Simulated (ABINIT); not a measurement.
# KTaO3 (Pm-3m) in ABINIT: a series of runs

The runs below take KTaO3 through equation of state, band structure, with LDA, rPW86PBE, RPBE, BP86.

All numbers are computed with ABINIT 10.8.3 (patched build); they aren't measurements. Logs are shortened: lines on timing, memory, paths and dates and some standing lists are left out, and cuts for length are marked. The log counts tension as positive stress, the text compression.

**1. The structure**

It takes space group Pm-3m (No. 221, cubic). Conventional cell: a = 3.988 Å, b = 3.988 Å, c = 3.988 Å, α = 90.00°, β = 90.00°, γ = 90.00°. Ta (site symmetry m-3m) has 6 O at 1.99 Å as nearest neighbours. K (site symmetry m-3m) is surrounded by 12 O at 2.82 Å. O (site symmetry 4/mmm) is surrounded by 2 Ta at 1.99 Å.

**2. Equation of state, LDA**

The input, run.abi:

```
ndtset 7
getwfk -1
scalecart1 3*0.9795861087
scalecart2 3*0.9864848297
scalecart3 3*0.9932883884
scalecart4 3*1.0000000000
scalecart5 3*1.0066227096
scalecart6 3*1.0131594038
scalecart7 3*1.0196128224

pp_dirpath "./"
pseudos "Ta.LDA_PW-JTH.xml, K.LDA_PW-JTH.xml, O.LDA_PW-JTH.xml"

acell 3.9883 3.9883 3.9883 Angstrom
rprim
     1.0000000000     0.0000000000     0.0000000000
     0.0000000000     1.0000000000     0.0000000000
     0.0000000000     0.0000000000     1.0000000000
ntypat 3
znucl 73 19 8
natom 5
typat 1 2 3 3 3
xred
     0.0000000000     0.0000000000     0.0000000000
     0.5000000000     0.5000000000     0.5000000000
     0.0000000000     0.0000000000     0.5000000000
     0.0000000000     0.5000000000     0.0000000000
     0.5000000000     0.0000000000     0.0000000000

ecut 489.804952 eV
pawecutdg 36.0
pawovlp 30

kptopt 1
ngkpt 7 7 7
nshiftk 1
shiftk 0.0 0.0 0.0

ixc 7

nband 24
occopt 3
tsmear 0.05 eV

nstep 100
tolvrs 1.0e-9

iomode 3
prtwf 1
prtden 0
prteig 0
prtebands 0
```

Potentials or basis: JTH PAW LDA v2.0.

Command:

```
$ abinit run.abi > log 2>&1
```

run.abo:

```text
.Version 10.8.3 of ABINIT
 DATASET    1 : space group Pm -3 m (#221); Bravais cP (primitive cubic)
================================================================================
 Values of the parameters that define the memory need for DATASET  1.
     intxc =       0    ionmov =       0      iscf =      17    lmnmax =      18
     lnmax =       6     mgfft =      30  mpssoang =       3    mqgrid =    3001
     natom =       5  nloc_mem =       2    nspden =       1   nspinor =       1
    nsppol =       1      nsym =      48    n1xccc =       1    ntypat =       3
    occopt =       3   xclevel =       1
       mpw =        1480          nfft =       27000          nkpt =          20
 PAW method is used; the additional fine FFT grid is defined by:
   mgfftf=        40    nfftf =     64000
================================================================================
================================================================================
[... 71 lines left out ...]
 DATASET    7 : space group Pm -3 m (#221); Bravais cP (primitive cubic)
================================================================================
 Values of the parameters that define the memory need for DATASET  7.
     intxc =       0    ionmov =       0      iscf =      17    lmnmax =      18
     lnmax =       6     mgfft =      30  mpssoang =       3    mqgrid =    3001
     natom =       5  nloc_mem =       2    nspden =       1   nspinor =       1
    nsppol =       1      nsym =      48    n1xccc =       1    ntypat =       3
    occopt =       3   xclevel =       1
       mpw =        1675          nfft =       27000          nkpt =          20
 PAW method is used; the additional fine FFT grid is defined by:
   mgfftf=        45    nfftf =     91125
================================================================================
================================================================================

--------------------------------------------------------------------------------
------------- Echo of variables that govern the present computation ------------
--------------------------------------------------------------------------------
 -outvars: echo values of preprocessed input variables --------
            acell      7.5367947080E+00  7.5367947080E+00  7.5367947080E+00 Bohr
              amu      1.80947900E+02  3.90983000E+01  1.59994000E+01
             ecut      1.80000000E+01 Hartree
           getwfk          -1
              ixc           7
           jdtset        1    2    3    4    5    6    7
         kptrlatt        7    0    0      0    7    0      0    0    7
          kptrlen1     5.16805758E+01
          kptrlen2     5.20445355E+01
          kptrlen3     5.24034747E+01
          kptrlen4     5.27575630E+01
          kptrlen5     5.31069610E+01
          kptrlen6     5.34518210E+01
          kptrlen7     5.37922877E+01
            natom           5
            nband          24
           ndtset           7
            ngfft          30      30      30
          ngfftdg1         40      40      40
          ngfftdg2         45      45      45
          ngfftdg3         45      45      45
          ngfftdg4         45      45      45
          ngfftdg5         45      45      45
          ngfftdg6         45      45      45
          ngfftdg7         45      45      45
             nkpt          20
            nstep         100
             nsym          48
           ntypat           3
           occopt           3
        pawecutdg      3.60000000E+01 Hartree
          pawovlp      3.0000000000E+01
           prtden           0
        prtebands           0
           prteig           0
            rprim1     9.7958610870E-01  0.0000000000E+00  0.0000000000E+00
                       0.0000000000E+00  9.7958610870E-01  0.0000000000E+00
                       0.0000000000E+00  0.0000000000E+00  9.7958610870E-01
            rprim2     9.8648482970E-01  0.0000000000E+00  0.0000000000E+00
                       0.0000000000E+00  9.8648482970E-01  0.0000000000E+00
                       0.0000000000E+00  0.0000000000E+00  9.8648482970E-01
            rprim3     9.9328838840E-01  0.0000000000E+00  0.0000000000E+00
                       0.0000000000E+00  9.9328838840E-01  0.0000000000E+00
                       0.0000000000E+00  0.0000000000E+00  9.9328838840E-01
            rprim4     1.0000000000E+00  0.0000000000E+00  0.0000000000E+00
                       0.0000000000E+00  1.0000000000E+00  0.0000000000E+00
                       0.0000000000E+00  0.0000000000E+00  1.0000000000E+00
            rprim5     1.0066227096E+00  0.0000000000E+00  0.0000000000E+00
                       0.0000000000E+00  1.0066227096E+00  0.0000000000E+00
                       0.0000000000E+00  0.0000000000E+00  1.0066227096E+00
            rprim6     1.0131594038E+00  0.0000000000E+00  0.0000000000E+00
                       0.0000000000E+00  1.0131594038E+00  0.0000000000E+00
[... 19 lines left out ...]
           xangst3     0.0000000000E+00  0.0000000000E+00  0.0000000000E+00
                       1.9807660397E+00  1.9807660397E+00  1.9807660397E+00
                       0.0000000000E+00  0.0000000000E+00  1.9807660397E+00
                       0.0000000000E+00  1.9807660397E+00  0.0000000000E+00
                       1.9807660397E+00  0.0000000000E+00  0.0000000000E+00
           xangst4     0.0000000000E+00  0.0000000000E+00  0.0000000000E+00
                       1.9941500000E+00  1.9941500000E+00  1.9941500000E+00
[... 38 lines left out ...]
            xcart5     0.0000000000E+00  0.0000000000E+00  0.0000000000E+00
                       3.7933543553E+00  3.7933543553E+00  3.7933543553E+00
                       0.0000000000E+00  0.0000000000E+00  3.7933543553E+00
                       0.0000000000E+00  3.7933543553E+00  0.0000000000E+00
                       3.7933543553E+00  0.0000000000E+00  0.0000000000E+00
            xcart6     0.0000000000E+00  0.0000000000E+00  0.0000000000E+00
                       3.8179872164E+00  3.8179872164E+00  3.8179872164E+00
                       0.0000000000E+00  0.0000000000E+00  3.8179872164E+00
                       0.0000000000E+00  3.8179872164E+00  0.0000000000E+00
                       3.8179872164E+00  0.0000000000E+00  0.0000000000E+00
            xcart7     0.0000000000E+00  0.0000000000E+00  0.0000000000E+00
                       3.8423062620E+00  3.8423062620E+00  3.8423062620E+00
                       0.0000000000E+00  0.0000000000E+00  3.8423062620E+00
                       0.0000000000E+00  3.8423062620E+00  0.0000000000E+00
                       3.8423062620E+00  0.0000000000E+00  0.0000000000E+00
             xred      0.0000000000E+00  0.0000000000E+00  0.0000000000E+00
                       5.0000000000E-01  5.0000000000E-01  5.0000000000E-01
                       0.0000000000E+00  0.0000000000E+00  5.0000000000E-01
                       0.0000000000E+00  5.0000000000E-01  0.0000000000E+00
                       5.0000000000E-01  0.0000000000E+00  0.0000000000E+00
            znucl       73.00000   19.00000    8.00000

================================================================================

 chkinp: Checking input parameters for consistency, jdtset=   1.

 chkinp: Checking input parameters for consistency, jdtset=   2.
[... 40 lines left out ...]
 getcut: wavevector=  0.0000  0.0000  0.0000  ngfft=  40  40  40
         ecut(hartree)=     36.000   => boxcut(ratio)=   2.00592

--- Pseudopotential description ------------------------------------------------
- pspini: atom type   1  psp file is ./Ta.LDA_PW-JTH.xml
 Pseudopotential format is: paw10
 basis_size (lnmax)=  6 (lmn_size= 18), orbitals=   0   0   1   1   2   2
 Spheres core radius: rc_sph= 2.41973345
 Shapefunction is SIN type: shapef(r)=[sin(pi*r/rshp)/(pi*r/rshp)]**2
 Radius for shape functions =  2.11065461
 Compensation charge density is not taken into account in XC energy/potential

- pspini: atom type   2  psp file is ./K.LDA_PW-JTH.xml
 Pseudopotential format is: paw10
 basis_size (lnmax)=  5 (lmn_size= 13), orbitals=   0   0   1   1   2
 Spheres core radius: rc_sph= 2.10865939
 Shapefunction is SIN type: shapef(r)=[sin(pi*r/rshp)/(pi*r/rshp)]**2
 Radius for shape functions =  2.00653367
 Compensation charge density is not taken into account in XC energy/potential

- pspini: atom type   3  psp file is ./O.LDA_PW-JTH.xml
 Pseudopotential format is: paw10
 basis_size (lnmax)=  4 (lmn_size=  8), orbitals=   0   0   1   1
 Spheres core radius: rc_sph= 1.41465230
 Shapefunction is SIN type: shapef(r)=[sin(pi*r/rshp)/(pi*r/rshp)]**2
 Radius for shape functions =  1.20231231
 Compensation charge density is not taken into account in XC energy/potential

   4.07999296E+03                                ecore*ucvol(ha*bohr**3)
--------------------------------------------------------------------------------

[... 1441 lines left out ...]
-Cartesian components of stress tensor (GPa)         [Pressure= -1.7140E+01 GPa]
- sigma(1 1)=  1.71397520E+01  sigma(3 2)=  0.00000000E+00
- sigma(2 2)=  1.71397520E+01  sigma(3 1)=  0.00000000E+00
- sigma(3 3)=  1.71397520E+01  sigma(2 1)=  0.00000000E+00

== END DATASET(S) ==============================================================
================================================================================

 -outvars: echo values of variables after computation  --------
            acell      7.5367947080E+00  7.5367947080E+00  7.5367947080E+00 Bohr
           etotal1    -1.3651863529E+02
           etotal2    -1.3652018681E+02
           etotal3    -1.3652029824E+02
           etotal4    -1.3651917308E+02
           etotal5    -1.3651688925E+02
           etotal6    -1.3651360867E+02
           etotal7    -1.3650948934E+02
            fcart1    -0.0000000000E+00 -0.0000000000E+00 -0.0000000000E+00
                      -0.0000000000E+00 -0.0000000000E+00 -0.0000000000E+00
                      -0.0000000000E+00 -0.0000000000E+00 -0.0000000000E+00
                      -0.0000000000E+00 -0.0000000000E+00 -0.0000000000E+00
                      -0.0000000000E+00 -0.0000000000E+00 -0.0000000000E+00
            fcart2    -0.0000000000E+00 -0.0000000000E+00 -0.0000000000E+00
                      -0.0000000000E+00 -0.0000000000E+00 -0.0000000000E+00
                      -0.0000000000E+00 -0.0000000000E+00 -0.0000000000E+00
                      -0.0000000000E+00 -0.0000000000E+00 -0.0000000000E+00
                      -0.0000000000E+00 -0.0000000000E+00 -0.0000000000E+00
[... 80 lines left out ...]
           xangst5     0.0000000000E+00  0.0000000000E+00  0.0000000000E+00
                       2.0073566763E+00  2.0073566763E+00  2.0073566763E+00
                       0.0000000000E+00  0.0000000000E+00  2.0073566763E+00
                       0.0000000000E+00  2.0073566763E+00  0.0000000000E+00
                       2.0073566763E+00  0.0000000000E+00  0.0000000000E+00
           xangst6     0.0000000000E+00  0.0000000000E+00  0.0000000000E+00
                       2.0203918251E+00  2.0203918251E+00  2.0203918251E+00
                       0.0000000000E+00  0.0000000000E+00  2.0203918251E+00
                       0.0000000000E+00  2.0203918251E+00  0.0000000000E+00
                       2.0203918251E+00  0.0000000000E+00  0.0000000000E+00
           xangst7     0.0000000000E+00  0.0000000000E+00  0.0000000000E+00
                       2.0332609098E+00  2.0332609098E+00  2.0332609098E+00
                       0.0000000000E+00  0.0000000000E+00  2.0332609098E+00
                       0.0000000000E+00  2.0332609098E+00  0.0000000000E+00
                       2.0332609098E+00  0.0000000000E+00  0.0000000000E+00
             xred      0.0000000000E+00  0.0000000000E+00  0.0000000000E+00
                       5.0000000000E-01  5.0000000000E-01  5.0000000000E-01
                       0.0000000000E+00  0.0000000000E+00  5.0000000000E-01
                       0.0000000000E+00  5.0000000000E-01  0.0000000000E+00
                       5.0000000000E-01  0.0000000000E+00  0.0000000000E+00
 Calculation completed.
```

It took 2.6 min on 1 thread of Arm Neoverse V2, shared host; peak memory 0.14 GiB.

Results:

```yaml
Equilibrium_volume: "12.33 Å³/atom (rough: see the caveat)"
Bulk_modulus: 223 GPa (rough)
```

Energy against volume, from the lowest point:
| volume (Å³/atom) | energy (meV/atom) |
| --- | --- |
| 11.927 | 9.05 |
| 12.180 | 0.61 |
| 12.434 | 0.00 |
| 12.688 | 6.12 |
| 12.942 | 18.55 |
| 13.196 | 36.41 |
| 13.449 | 58.83 |

Caveat: the cutoff is too short for stress, so the log's stress isn't used; pressures at fixed basis lie under the slope of the energies; the fit is rough or its minimum lies at the end of the range; the atomic spheres overlap.

(Continued in part 2 of 2.)
